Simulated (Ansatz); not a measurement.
# Molecular dynamics of W

Input file:

```yaml
crystal:
  lattice:
    - [6.32, 0.0, 0.0]
    - [0.0, 6.32, 0.0]
    - [0.0, 0.0, 6.32]
  atoms:
    - { symbol: W, position: [-0.09434974, -0.02163121, -0.10113392] }
    - { symbol: W, position: [0.51552688, -0.00288777, 0.0036125] }
    - { symbol: W, position: [0.01120638, 0.49356856, 0.00414828] }
    - { symbol: W, position: [0.01066761, -0.0028658, 0.50864779] }
    - { symbol: W, position: [0.30488239, 0.30015641, 0.29792899] }
    - { symbol: W, position: [0.51460996, 0.49880687, 0.00227057] }
    - { symbol: W, position: [0.50934455, -0.00401683, 0.50230992] }
    - { symbol: W, position: [0.76557154, 0.24757202, 0.25208778] }
    - { symbol: W, position: [0.0093313, 0.4988442, 0.50758224] }
    - { symbol: W, position: [0.27611984, 0.71131726, 0.26906635] }
    - { symbol: W, position: [0.25902181, 0.24751794, 0.75857007] }
    - { symbol: W, position: [0.51887473, 0.50870511, 0.51186132] }
    - { symbol: W, position: [0.76921591, 0.75021768, 0.24901047] }
    - { symbol: W, position: [0.74089191, 0.27425414, 0.73388928] }
    - { symbol: W, position: [0.25598749, 0.75024625, 0.76220275] }
    - { symbol: W, position: [0.73666504, 0.71434639, 0.72966395] }
    - { symbol: W, position: [0.1408063, 0.03902396, 0.13387265] }
basis:
  ecutwfc: 420.0
kpoints:
  mp_grid: { grid: [3, 3, 3] }
hamiltonian:
  xc: pbesol
scf:
  occupations: { method: fermi_dirac, width: 0.1 }
  lower_state_search: "off"
md:
  timestep: 3
  n_steps: 300
  ensemble: nvt_nose_hoover
  temperature: 900.0
  initial_velocities: maxwell_boltzmann
  seed: 613938
  nose_hoover: { tau: 50.0, chain_length: 3 }
```

Run as:

```bash
$ ansatz run input.yaml --threads 4 --pin off --max-ram 10240MiB --backend cpu --events-out ev --progress --plain --runs-dir out
```

It starts from a partly relaxed structure (largest force component 0.07 eV/Å).

Output, in part (step lines):

```
md step     0: t =     0.00 fs  T =   900.0 K  F+E_penalty+E_count = -174349.03900647 eV  E_kin = 1.861344 eV  conserved = -174347.17766248 eV  (7 SCF iters)
md step     1: t =     3.00 fs  T =   887.8 K  F+E_penalty+E_count = -174349.01360806 eV  E_kin = 1.836092 eV  conserved = -174347.17753883 eV  (6 SCF iters)
md step     2: t =     6.00 fs  T =   852.0 K  F+E_penalty+E_count = -174348.93899775 eV  E_kin = 1.762110 eV  conserved = -174347.17714908 eV  (6 SCF iters)
md step     3: t =     9.00 fs  T =   795.9 K  F+E_penalty+E_count = -174348.82139255 eV  E_kin = 1.646033 eV  conserved = -174347.17653238 eV  (6 SCF iters)
md step     4: t =    12.00 fs  T =   724.4 K  F+E_penalty+E_count = -174348.67054520 eV  E_kin = 1.498143 eV  conserved = -174347.17575409 eV  (6 SCF iters)
md step     5: t =    15.00 fs  T =   643.6 K  F+E_penalty+E_count = -174348.49866531 eV  E_kin = 1.331106 eV  conserved = -174347.17489842 eV  (3 SCF iters)
md step     6: t =    18.00 fs  T =   560.1 K  F+E_penalty+E_count = -174348.31905946 eV  E_kin = 1.158473 eV  conserved = -174347.17405917 eV  (3 SCF iters)
md step     7: t =    21.00 fs  T =   480.2 K  F+E_penalty+E_count = -174348.14467472 eV  E_kin = 0.993175 eV  conserved = -174347.17332524 eV  (3 SCF iters)
[... lines left out ...]
md step   299: t =   897.00 fs  T =  1022.8 K  F+E_penalty+E_count = -174347.25299220 eV  E_kin = 2.115312 eV  conserved = -174347.17086073 eV  (3 SCF iters)
md step   300: t =   900.00 fs  T =  1009.7 K  F+E_penalty+E_count = -174347.28653165 eV  E_kin = 2.088236 eV  conserved = -174347.17084709 eV  (6 SCF iters)
```

The steps, from the saved trajectory:

```csv
time (fs),T (K),potential energy less start (eV),conserved less start (meV/atom)
0,900,0.000,0.00
30,308,1.288,0.31
60,470,1.252,0.23
90,613,1.300,0.25
120,820,1.253,0.20
150,657,2.056,0.46
180,899,2.028,0.34
210,820,2.615,0.47
240,1081,2.462,0.45
270,1010,2.809,0.72
300,1222,2.116,0.49
330,870,2.145,0.39
360,996,1.607,0.35
390,846,1.633,0.47
420,838,1.501,0.29
450,618,1.972,0.45
480,903,1.726,0.36
510,1183,1.679,0.42
540,944,2.277,0.45
570,853,2.475,0.52
600,1194,1.684,0.38
630,935,1.937,0.42
660,944,1.661,0.33
690,542,2.327,0.52
720,1027,1.479,0.26
750,907,1.984,0.45
780,1026,2.214,0.53
810,1117,2.655,0.59
840,1366,2.397,0.46
870,1041,2.534,0.64
900,1010,1.752,0.40
```

The run went to its last step. The conserved energy stayed within 0.73 meV per atom of its start (net change 0.4 meV per atom), so the integration is sound. A run of 0.9 ps of so small a system gives no equilibrium averages. Limits of this set-up: coarse k mesh, a small cell, in which the defect meets its images, a typed lattice constant that wasn't relaxed here.

Mean squared displacements from the first frame to the last, about the centre of mass: W 0.08 Å².

Last frame:

```xyz
17
Lattice="6.3200 0.0000 0.0000 0.0000 6.3200 0.0000 0.0000 0.0000 6.3200" Properties=species:S:1:pos:R:3
W -0.526 -0.053 -0.553
W 3.142 0.165 0.115
W 0.118 3.401 -0.165
W 0.070 0.137 3.194
W 1.540 1.925 1.595
W 3.316 3.139 0.037
W 3.273 0.118 3.175
W 4.822 1.591 1.576
W 0.028 3.133 3.088
W 2.099 4.363 1.967
W 1.558 1.635 4.829
W 3.316 2.913 3.310
W 4.773 4.794 1.516
W 4.690 1.693 4.840
W 1.736 4.817 4.699
W 4.612 4.540 4.516
W 0.899 -0.371 0.974
```

Time of the run: 11 min on 4 threads of AMD EPYC 9R45 96-Core Processor (Zen 5), on a shared host, peak memory 1.7 GiB.
